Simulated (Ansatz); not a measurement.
Cr: equation of state with LDA

Crystal: Cr.

```
Cr
1.0
     1.14705   -2.46703    0.00000
     1.14705    2.46703    0.00000
     0.00000    0.00000    4.06431
Cr
2
Cartesian
  1.1471 -1.8282 3.0482
  1.1471 1.8282 1.0161
```

This isn't the form of Cr at room conditions, which is bcc.

```json
{"Program": "Ansatz 0.2.0", "Task": "equation of state", "Functional": "LDA", "Potentials or basis": "Ansatz PAW", "Cutoff": "420 eV", "Density cutoff": "1680 eV", "k mesh": "13 × 13 × 7", "Occupations": "fermi-dirac, width 0.05 eV", "Spin": "collinear spin, ferromagnetic start", "Starting moments": "[3.0, 3.0] μB"}
```

* Equilibrium volume: 11.09 Å³/atom
* Bulk modulus at fixed shape and positions: 279 GPa
* Pressure derivative of the bulk modulus: 4.2

Energy against volume, from the lowest point:
| volume (Å³/atom) | energy (meV/atom) |
| --- | --- |
| 10.811 | 6.36 |
| 11.041 | 0.00 |
| 11.271 | 2.15 |
| 11.501 | 11.94 |
| 11.731 | 28.59 |
| 11.961 | 51.41 |
| 12.191 | 79.73 |

All runs of the series together: 49 s on 2 threads of Intel(R) Xeon(R) Platinum 8375C CPU @ 2.90GHz (Ice Lake), with other jobs on the host.

Caveat: the cell was scaled at fixed shape and fractional positions, which overstates the stiffness of a crystal with free parameters, most of all of layers and chains.
